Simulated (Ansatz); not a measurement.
# Bi (P-1) in Ansatz: convergence with smearing width

Aim: find how far smearing width must go before the results for Bi settle, at PBEsol. This setting moves, with any that are tied to it; all else stays.

Program: Ansatz 0.2.0. These are calculated values, not measurements. Logs are shortened: lines on timing, memory, paths and dates and some standing lists are left out, and cuts for length are marked.

## 1. The cell of the first run

The typed cell holds 2 atoms: a = 4.689 Å, b = 4.689 Å, c = 3.359 Å, α = 106.21°, β = 106.21°, γ = 83.84°.

This isn't the form of Bi at room conditions, which is rhombohedral.

The cell isn't the ideal one: atoms moved at random, drawn with an rms of 0.05 Å.

## 2. With smearing width 0.3 eV

File input.yaml:

```yaml
crystal:
  lattice:
    - [3.488598, -3.132578, 0.0]
    - [3.488598, 3.132578, 0.0]
    - [-1.260235, 0.0, 3.11355]
  atoms:
    - { symbol: Bi, position: [0.750228, 0.751586, 0.849097] }
    - { symbol: Bi, position: [0.247102, 0.253077, 0.144755] }
hamiltonian:
  xc: pbesol
  pseudopotentials: { kind: paw }
kpoints:
  mp_grid: { grid: [4, 4, 6] }
scf:
  occupations: { method: fermi_dirac, width: 0.3 }
output:
  forces: true
  stress: true
  eigenvalues: true
```

Potentials or basis: Ansatz PAW.

The run is started by

```sh
ansatz run input.yaml --threads 2 --pin off --max-ram 5632MiB --backend cpu --events-out ev --progress --plain --runs-dir out
```

The log of the run:

```text
Warning: RAYON_NUM_THREADS=2 ignored (pool sized by the plan → 2); use --threads N
band count auto-derived: 21 (N_el = 30.0; filled up to band 15; 19 by the electrons, moments and atoms)
Engine: ansatz 0.2.0, x86_64-unknown-linux-gnu
Pseudopotentials: kind: paw
Pseudopotential: Bi, paw, valence charge 15, recommended cutoff 420 eV (normal), Bi.paw.azcp
Functional definition: PBEsol
  exchange = pbesol_x
  correlation = pbesol_c
Crystal: 2 atoms, lattice volume = 68.052 Å³
Basis set: ecut = 420 eV, 1329 PW (Γ), exchange–correlation on 64×64×48 points (8 copies of the dense FFT grid, shifted against one another)
Bands: 21, of which v1, the nominal top of the filled ones, is band 15 counted from 1 (14 counted from 0)
Symmetry: 2 space group operations
Space group: P-1 (ITA 2), of the structure as read, at distance tolerance 4.1e-5 Å
k-points: 52 of 96
Non-local potential: Bi, projectors of the file, l = 0: 2, l = 1: 2, l = 2: 2, l = 3: 2
PAW form: soft (Blöchl's): semilocal exchange-correlation on the pseudo side does not see the compensation charge
PAW frozen core: Bi, regenerated for the run's functional, and the local potential with it (the file was generated under x = pbe(κ = 0.804, μ = 0.2195149727645171), c = pbe(β = 0.06672455060314922))
PAW one-centre angular grid: Bi, 590 points (default); XC on 64 Gauss nodes
Initial density: superposition of atomic densities (neutral atoms: chi_scale 0, normalization atom), corrected by the library's trained network
Initial wavefunctions: pseudopotential atomic-orbital guess
Functional: x = pbesol(κ = 0.804, μ = 0.12345679012345678), c = pbesol(β = 0.046)
SCF iter   1: F=—  HF=-24484.106443 eV  |F-HF|=—  |Δ(HF+E_count)|=         —  Δρ=1.64e-3  dr2=2.01e-3  ethr=1.77e-3  ⟨swp⟩=6.2  Hψ=4837  notcnv=0
preconditioner: auto → Kerker (q_TF=auto, 2.380 Å⁻¹)  [metal: Δε(μ)=0.085 eV  Ē_g=21.783 eV  σ=0.300 eV  W_gap=0.07  n_scr=16 (ndim 8)  ℏωp=24.7 eV  f_vac=0.000  D(μ)=1.07/eV (n_scr^D=4)]
SCF iter   2: F=—  HF=-24484.105036 eV  |F-HF|=—  |Δ(HF+E_count)|=   1.41e-3  Δρ=1.14e-3  dr2=1.02e-3  ethr=6.71e-6  ⟨swp⟩=2.6  Hψ=2286  notcnv=0
SCF iter   3: F=—  HF=-24484.104830 eV  |F-HF|=—  |Δ(HF+E_count)|=   2.07e-4  Δρ=5.73e-4  dr2=1.51e-4  ethr=3.40e-6  ⟨swp⟩=2.0  Hψ=1883  notcnv=0
SCF iter   4: F=—  HF=-24484.104771 eV  |F-HF|=—  |Δ(HF+E_count)|=   5.89e-5  Δρ=3.30e-4  dr2=5.43e-5  ethr=5.02e-7  ⟨swp⟩=2.0  Hψ=1873  notcnv=0
SCF iter   5: F=—  HF=-24484.104737 eV  |F-HF|=—  |Δ(HF+E_count)|=   3.36e-5  Δρ=8.74e-5  dr2=4.95e-6  ethr=1.81e-7  ⟨swp⟩=2.0  Hψ=1881  notcnv=0
SCF iter   6: F=—  HF=-24484.104736 eV  |F-HF|=—  |Δ(HF+E_count)|=   1.53e-6  Δρ=4.19e-5  dr2=1.06e-6  ethr=1.65e-8  ⟨swp⟩=3.0  Hψ=1977  notcnv=0
SCF iter   7: F=—  HF=-24484.104735 eV  |F-HF|=—  |Δ(HF+E_count)|=   4.63e-7  Δρ=1.65e-5  dr2=1.56e-7  ethr=3.53e-9  ⟨swp⟩=3.0  Hψ=2022  notcnv=0
SCF iter   8: F=-24484.104735 eV  HF=-24484.104735 eV  |F-HF|=9.70e-9  |Δ(HF+E_count)|=   8.30e-8  Δρ=3.91e-6  dr2=9.42e-9  ethr=3.33e-10  ⟨swp⟩=5.8  Hψ=4681  notcnv=0
SCF 1 converged in 8 iterations: F = -24484.104735 eV  dr2 = 9.42e-9
SCF converged after 8 iterations
Free energy (F): -24484.104735 eV
Harris-Foulkes:  -24484.104735 eV  (|F-HF|=9.70e-9)
Internal energy: -24483.779894 eV  (E = F + TS)
E sigma→0 (E₀):  -24483.942315 eV
Entropy (-TS):   -0.324841 eV (-162.420 meV/atom)
Fermi energy:    10.116753 eV
--- Per-component energies (eV) ---
  E_band       = -207.190442
  E_kinetic    = 604.124192
  E_local      = -2997.689986  (includes V_loc(G=0)·N_el)
  E_nonlocal   = 1123.357363
  E_hartree    = 962.499277
  E_xc         = -299.984801
  E_vxc        = -287.540233  (∫ρ·V_xc dr)
  E_paw        = -21018.914892  (= ΣΔE_a)
  E_vpaw       = -574.445150  (= ΣTr[D̂ρ^β])
  E_aug_tail   = -0.000921  (compensation charges beyond the density's cutoff)
  E_ewald      = -2857.349632
  E_core_change = 0.179504  (= ΣΔE_core)
  E_smearing   = -0.324841  (= −TS)
  E_closure    = 0.000000  (closes the sum)
  Σ components = -24484.104735   (vs F -24484.104735, Δ=0.00e0)
--- Forces (eV/Å), atoms counted from 1 ---
  atom   1  Bi     0.07772238     0.02833786     0.10050851
  atom   2  Bi    -0.07772238    -0.02833786    -0.10050851
  max |Σ_I F_I| component: 0.00e0 eV/Å
--- Stress (GPa, compression-positive) ---
       -1.896536      -0.011766      -0.146669
       -0.011766      -1.830083      -0.003808
       -0.146669      -0.003808      -2.736507
  P = ⅓ Tr σ = -2.1544 GPa (-21.544 kbar)
--- Band table (eV; the first three rows and the last of 52) ---
  k-point 0: bands = ["-12.7907", "-12.7643", "-12.7265", "-12.6921", "-12.6136", "-12.5925", "-12.5709", "-12.5700", "-12.5310", "-12.4451", "-2.9871", "0.9291", "7.0465", "7.3066", "12.8546", "13.1685", "13.7933", "14.1555", "14.4174", "16.7881", "18.3273"]
  k-point 1: bands = ["-12.7764", "-12.7176", "-12.6827", "-12.6704", "-12.6280", "-12.6083", "-12.5911", "-12.5859", "-12.5356", "-12.4552", "-2.5999", "1.0304", "7.2987", "7.8922", "10.7875", "12.1371", "12.8604", "13.3490", "13.7493", "17.6977", "17.7772"]
  k-point 2: bands = ["-12.7478", "-12.6665", "-12.6588", "-12.6509", "-12.6362", "-12.6317", "-12.5887", "-12.5507", "-12.5473", "-12.4804", "-1.5360", "1.1982", "7.4423", "7.9752", "8.7031", "10.0129", "12.1752", "12.5412", "15.0569", "16.4676", "17.5893"]
  k-point 51: bands = ["-12.7112", "-12.6779", "-12.6636", "-12.6556", "-12.6482", "-12.6160", "-12.5754", "-12.5676", "-12.4969", "-12.4959", "-0.1027", "0.7989", "6.2819", "7.2705", "7.9194", "9.7188", "11.1268", "11.6213", "16.2318", "18.3747", "18.6396"]
```

It took 1.4 s on 2 threads of Intel Xeon Platinum 8488C (Sapphire Rapids), shared host; peak memory 0.41 GiB.

What came out:

```yaml
Free_energy: -24484.1047 eV
Pressure: -2.2 GPa
Largest_force: 0.130 eV/Å
Band_gap_on_the_k_mesh: none (metal or under the smearing width)
```

## 3. With smearing width 0.2 eV

Edit input.yaml of step 2 so:

```diff
@@ -14,3 +14,3 @@
 scf:
-  occupations: { method: fermi_dirac, width: 0.3 }
+  occupations: { method: fermi_dirac, width: 0.2 }
 output:
```

Potentials or basis: Ansatz PAW.

The run is started by

```sh
ansatz run input.yaml --threads 2 --pin off --max-ram 5632MiB --backend cpu --events-out ev --progress --plain --runs-dir out
```

Wall time 1.3 s (2 threads of Intel Xeon Platinum 8488C (Sapphire Rapids), shared host); peak memory 0.41 GiB.

What came out:

| Property | Result |
| --- | --- |
| Free energy | -24484.0161 eV |
| Pressure | -2.4 GPa |
| Largest force | 0.158 eV/Å |
| Band gap on the k mesh | none (metal or under the smearing width) |

## 4. With smearing width 0.15 eV

Edit input.yaml of step 3 so:

```diff
@@ -14,3 +14,3 @@
 scf:
-  occupations: { method: fermi_dirac, width: 0.2 }
+  occupations: { method: fermi_dirac, width: 0.15 }
 output:
```

The run is started by

```sh
ansatz run input.yaml --threads 2 --pin off --max-ram 5632MiB --backend cpu --events-out ev --progress --plain --runs-dir out
```

Run time: 1.3 s. Hardware: 2 threads of Intel Xeon Platinum 8488C (Sapphire Rapids), shared host; peak memory 0.4 GiB.

What came out:

```yaml
Free_energy: -24483.9856 eV
Pressure: -2.5 GPa
Largest_force: 0.166 eV/Å
Band_gap_on_the_k_mesh: none (metal or under the smearing width)
```

## 5. With smearing width 0.1 eV

Edit input.yaml of step 4 so:

```diff
@@ -14,3 +14,3 @@
 scf:
-  occupations: { method: fermi_dirac, width: 0.15 }
+  occupations: { method: fermi_dirac, width: 0.1 }
 output:
```

The run is started by

```sh
ansatz run input.yaml --threads 2 --pin off --max-ram 5632MiB --backend cpu --events-out ev --progress --plain --runs-dir out
```

Run time: 1.2 s. Hardware: 2 threads of Intel Xeon Platinum 8488C (Sapphire Rapids), shared host; peak memory 0.41 GiB.

Results:

- Free energy: -24483.9633 eV
- Pressure: -2.6 GPa
- Largest force: 0.170 eV/Å
- Band gap on the k mesh: none (metal or under the smearing width)

## 6. With smearing width 0.05 eV

Edit input.yaml of step 5 so:

```diff
@@ -14,3 +14,3 @@
 scf:
-  occupations: { method: fermi_dirac, width: 0.1 }
+  occupations: { method: fermi_dirac, width: 0.05 }
 output:
```

Potentials or basis: Ansatz PAW.

The run is started by

```sh
ansatz run input.yaml --threads 2 --pin off --max-ram 5632MiB --backend cpu --events-out ev --progress --plain --runs-dir out
```

Wall time 1.3 s (2 threads of Intel Xeon Platinum 8488C (Sapphire Rapids), shared host); peak memory 0.41 GiB.

Results (log left out):

* Free energy: -24483.9489 eV
* Pressure: -2.6 GPa
* Largest force: 0.173 eV/Å
* Band gap on the k mesh: none (metal or under the smearing width)

## 7. With smearing width 0.025 eV

Edit input.yaml of step 6 so:

```diff
@@ -14,3 +14,3 @@
 scf:
-  occupations: { method: fermi_dirac, width: 0.05 }
+  occupations: { method: fermi_dirac, width: 0.025 }
 output:
```

The run is started by

```sh
ansatz run input.yaml --threads 2 --pin off --max-ram 5632MiB --backend cpu --events-out ev --progress --plain --runs-dir out
```

It took 1.3 s on 2 threads of Intel Xeon Platinum 8488C (Sapphire Rapids), shared host; peak memory 0.4 GiB.

Results (log left out):

- Free energy: -24483.9446 eV
- Pressure: -2.7 GPa
- Largest force: 0.174 eV/Å
- Band gap on the k mesh: none (metal or under the smearing width)

## 8. With smearing width 0.01 eV

Edit input.yaml of step 7 so:

```diff
@@ -14,3 +14,3 @@
 scf:
-  occupations: { method: fermi_dirac, width: 0.025 }
+  occupations: { method: fermi_dirac, width: 0.01 }
 output:
```

The run is started by

```sh
ansatz run input.yaml --threads 2 --pin off --max-ram 5632MiB --backend cpu --events-out ev --progress --plain --runs-dir out
```

Run time: 1.3 s. Hardware: 2 threads of Intel Xeon Platinum 8488C (Sapphire Rapids), shared host; peak memory 0.41 GiB.

The run converged. Its results:

* Free energy: -24483.9427 eV
* Pressure: -2.6 GPa
* Largest force: 0.166 eV/Å
* Band gap on the k mesh: none (metal or under the smearing width)

## 9. With smearing width 0.005 eV

Edit input.yaml of step 8 so:

```diff
@@ -14,3 +14,3 @@
 scf:
-  occupations: { method: fermi_dirac, width: 0.01 }
+  occupations: { method: fermi_dirac, width: 0.005 }
 output:
```

Potentials or basis: Ansatz PAW.

The run is started by

```sh
ansatz run input.yaml --threads 2 --pin off --max-ram 5632MiB --backend cpu --events-out ev --progress --plain --runs-dir out
```

It took 1.3 s on 2 threads of Intel Xeon Platinum 8488C (Sapphire Rapids), shared host; peak memory 0.4 GiB.

Results (log left out):

| Property | Result |
| --- | --- |
| Free energy | -24483.9421 eV |
| Pressure | -2.6 GPa |
| Largest force | 0.160 eV/Å |
| Band gap on the k mesh | none (metal or under the smearing width) |

## 10. Result

```
smearing width  energy less the tightest run, at zero smearing (meV/atom)  pressure (GPa)  largest force (eV/Å)  SCF cycles  CPU time (s)  peak memory (GiB)
        0.3 eV                                                      -0.23           -2.15                 0.130           8           2.7               0.41
        0.2 eV                                                      -2.22           -2.38                 0.158           7           2.4               0.41
       0.15 eV                                                      -2.13           -2.47                 0.166           7           2.3                0.4
        0.1 eV                                                      -1.58           -2.55                 0.170           7           2.3               0.41
       0.05 eV                                                      -0.93           -2.63                 0.173           7           2.3               0.41
      0.025 eV                                                      -0.49           -2.65                 0.174           7           2.3                0.4
       0.01 eV                                                      -0.12           -2.64                 0.166           7           2.3               0.41
      0.005 eV                                                       0.00           -2.64                 0.160           6           2.3                0.4
```

Against the tightest run, the energy stays within 1 meV/atom from 0.05 eV on; the pressure stays within 0.1 GPa from 0.1 eV on. Not settled before the last step: the largest force (to 0.005 eV/Å). Narrower smearing needs a denser k mesh, so at a fixed mesh the narrowest width isn't the most accurate. The tightest run that finished is the yardstick and may itself not be fully converged.

Caveats: spin-orbit coupling is left out, which moves the levels of the heavy elements; the PAW data sets come from PBE, with cores solved anew for the run's functional, which leaves a small shift of forces and pressure.
